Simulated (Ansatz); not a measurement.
Space group P4/mmm (No. 123). a = 3.883 Å, b = 3.883 Å, c = 8.297 Å, α = 90.00°, β = 90.00°, γ = 90.00°
```tsv
atom	site	symmetry	x	y	z
Ti	1b	4/mmm	0.0000	0.0000	0.5000
Ti	1c	4/mmm	0.5000	0.5000	0.0000
Ti	1d	4/mmm	0.5000	0.5000	0.5000
Al	4i	2mm.	0.0000	0.5000	0.2524
Al	1a	4/mmm	0.0000	0.0000	0.0000
```

Equation of state of this Ti3Al5 structure (not necessarily the ground state), with shape and atoms relaxed at each volume where symmetry leaves them free. It has no gap at any of these volumes. All numbers below come from DFT PBEsol, scalar-relativistic, plane waves, PAW in Ansatz 0.2.0.

Plane waves to 420 eV, a k mesh through Γ of 10×10×4 on the computed 8-atom cell and Gaussian smearing (0.10 eV); no spin polarisation.

| V (Å³/atom) | E − E(largest V) (meV/atom) | P (GPa) |
| --- | --- | --- |
| 13.763 | 51.13 | 18.88 |
| 14.232 | 4.61 | 13.04 |
| 14.701 | -26.00 | 8.01 |
| 15.170 | -42.95 | 3.69 |
| 15.640 | -48.14 | -0.03 |
| 16.109 | -43.21 | -3.23 |
| 16.578 | -29.59 | -5.98 |
| 17.204 | 0.00 | -9.05 |

Q: Fit a third-order Birch–Murnaghan equation to E(V).

A: V0 = 15.63 Å³/atom, B0 = 115 GPa, B0' = 4.0.